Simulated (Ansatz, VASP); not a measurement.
**PbF2: VASP beside Ansatz**

```xyz
3
Lattice="0.0000 2.9699 2.9699 2.9699 0.0000 2.9699 2.9699 2.9699 0.0000" Properties=species:S:1:pos:R:3 pbc="T T T"
Pb    0.0000    0.0000    0.0000
F     1.4849    1.4849    1.0474
F     4.4548    4.4548    4.0173
```

Change from the starting cell: all F atoms moved +0.438 Å, as atom 2 towards its neighbour atom 3 (F) at 2.970 Å.

Alike in both runs: task single point; functional LDA; k mesh 8 × 8 × 8; occupations gaussian, width 0.05 eV; no spin polarisation.

|  | VASP | Ansatz |
| --- | --- | --- |
| version | VASP 6.6.1 | Ansatz 0.2.0 |
| potentials or method | VASP PAW LDA potentials, release 64 (Pb_d, F) | scalar-relativistic, plane waves, PAW |
| plane-wave cutoff (eV) | 520 | 420 |
| valence electrons in the cell | 28 | 28 |

VASP gave:

* gap on the k mesh at the Fermi level (eV): 4.01
* least direct gap on the mesh (eV): 4.47
* pressure (GPa): -0.7
* largest component of the traceless stress (GPa): 0.34
* rms of the force components (eV/Å): 0.352

Q: Which values does Ansatz return?

A: gap on the k mesh at the Fermi level (eV): 4.05; least direct gap on the mesh (eV): 4.51; pressure (GPa): -0.7; largest component of the traceless stress (GPa): 0.42; rms of the force components (eV/Å): 0.337.

Atom by atom the forces differ by 0.015 eV/Å (rms over components).

Caveats: spin-orbit coupling is left out, which as a rule narrows the gap of such compounds by several tenths of an eV. A k mesh can miss the band edges.
